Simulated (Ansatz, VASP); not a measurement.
Two plane-wave programs on GaSb

File INCAR:

```
PREC     = Accurate       # precision mode
ENCUT    = 520            # plane-wave cutoff, eV
EDIFF    = 1E-7           # SCF threshold, eV
ISMEAR   = 0              # smearing method
SIGMA    = 0.012          # smearing width, eV
LREAL    = F              # projectors in reciprocal space
LASPH    = T              # aspherical terms in the spheres
NELM     = 60             # most SCF steps
ALGO     = Normal         # electronic algorithm
ISIF     = 2              # what is computed and relaxed
LWAVE    = F              # write WAVECAR
LCHARG   = F              # write CHGCAR
GGA      = PE             # functional
```

File KPOINTS:

```
regular mesh
0
Gamma
  8 8 8
```

POSCAR

```
GaSb
1.0
    0.0000000000      3.0590000000      3.0590000000
    3.0590000000      0.0000000000      3.0590000000
    3.0590000000      3.0590000000      0.0000000000
Sb Ga
1 1
Direct
    0.7500000000      0.7500000000      0.7500000000
    0.0000000000      0.0000000000      0.0000000000
```

File input.yaml:

```yaml
crystal:
  lattice:
    - [0.0, 3.059, 3.059]
    - [3.059, 0.0, 3.059]
    - [3.059, 3.059, 0.0]
  atoms:
    - { symbol: Sb, position: [0.75, 0.75, 0.75] }
    - { symbol: Ga, position: [0.0, 0.0, 0.0] }
hamiltonian:
  xc: pbe
  pseudopotentials: { kind: paw }
kpoints:
  mp_grid: { grid: [8, 8, 8] }
scf:
  occupations: { method: gaussian, width: 0.012 }
output:
  forces: true
  stress: true
  eigenvalues: true
  write_density: true
  write_potential: true
  elf: true
  volumetric_format: npy
```

Alike in both runs: task single point; functional PBE; k mesh 8 × 8 × 8; occupations gaussian, width 0.012 eV; no spin polarisation.

```csv
,VASP,Ansatz
version,VASP 6.6.1,Ansatz 0.2.0
potentials or method,"VASP PAW PBE potentials, release 64 (Sb, Ga_d)",Ansatz PAW
plane-wave cutoff (eV),520,420
valence electrons in the cell,18,28
```

```csv
,VASP,Ansatz,Ansatz less VASP
gap on the k mesh at the Fermi level (eV),0.04,0.03,-0.002
least direct gap on the mesh (eV),0.04,0.03,-0.002
pressure (GPa),2.4,2.3,-0.08
```

The two sets of potentials don't hold the same shells in valence.

Caveats: spin-orbit coupling is left out, which moves the levels of the heavy elements. A k mesh can miss the band edges.
